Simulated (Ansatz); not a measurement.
The system is In.

```
In
1.0
     3.36384    0.00000    0.00000
    -1.68192    2.91317    0.00000
     0.00000    0.00000   10.79971
In
4
Direct
  0.66667 0.33333 0.75000
  0.00000 0.00000 0.50000
  0.33333 0.66667 0.25000
  0.00000 0.00000 0.00000
```

This isn't the form of In at room conditions, which is tetragonal.

* Program: Ansatz 0.2.0
* Task: single point
* Functional: PBE
* Potentials or basis: Ansatz PAW
* Cutoff: 420 eV (not typed: the program's choice for these potentials)
* k mesh: 9 × 9 × 3
* Occupations: fermi-dirac, width 0.05 eV
* Spin: no spin polarisation

On this cell: pressure 1.6 GPa; largest force under 0.003 eV/Å; band gap on the k mesh none (metal or under the smearing width).

The same run follows on a disturbed copy (atoms moved at random, drawn with an rms of 0.05 Å):

```xyz
4
Lattice="3.3638 0.0000 0.0000 -1.6819 2.9132 0.0000 0.0000 0.0000 10.7997" Properties=species:S:1:pos:R:3 pbc="T T T"
In    1.6551    0.9987    8.0983
In    0.0233   -0.0542    5.3963
In   -0.0175    1.9316    2.6568
In    0.0019   -0.0255   -0.0019
```

What changes?

The energy (extrapolated to zero smearing) moves by +0.7 meV/atom; pressure 1.6 GPa; largest force 0.109 eV/Å; band gap on the k mesh none (metal or under the smearing width).

Forces on the atoms (eV/Å):
```
In   0.006 -0.012  0.019
In  -0.006  0.011 -0.062
In   0.006 -0.006  0.109
In  -0.005  0.008 -0.066
```

Stress tensor (GPa, compression positive):
```
1.30 0.02 0.00
0.02 1.45 0.00
0.00 0.00 2.12
```
